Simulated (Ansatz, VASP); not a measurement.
**One calculation of HgTe, two programs**

```xyz
2
Lattice="0.0000 3.0156 3.0771 3.0771 0.0000 3.0771 3.0771 3.0156 0.0000" Properties=species:S:1:pos:R:3 pbc="T T T"
Hg    0.0000    0.0000    0.0000
Te    3.0771    3.0156    3.0771
```

Change from the starting cell: strain -0.0200 x Voigt [0, 1, 0, 0, 0, 0], atoms carried along.

Alike in both runs: task single point; functional PBE; k mesh 14 × 14 × 14; occupations gaussian, width 0.15 eV; no spin polarisation.

```csv
,VASP,Ansatz
version,VASP 6.6.1,Ansatz 0.2.0
potentials or method,"VASP PAW PBE potentials, release 64 (Hg, Te)","scalar-relativistic, plane waves, PAW"
plane-wave cutoff (eV),520,420
valence electrons in the cell,18,36
```

|  | VASP | Ansatz | Ansatz less VASP |
| --- | --- | --- | --- |
| gap on the k mesh at the Fermi level (eV) | none | none | - |
| pressure (GPa) | 0.9 | 0.8 | -0.12 |
| largest component of the traceless stress (GPa) | 0.74 | 0.73 | -0.017 |

A gap of «none» marks a metal or a gap that the smearing closes. The two sets of potentials don't hold the same shells in valence.

The runs have no spin-orbit coupling, so splittings on Hg, Te are missing.
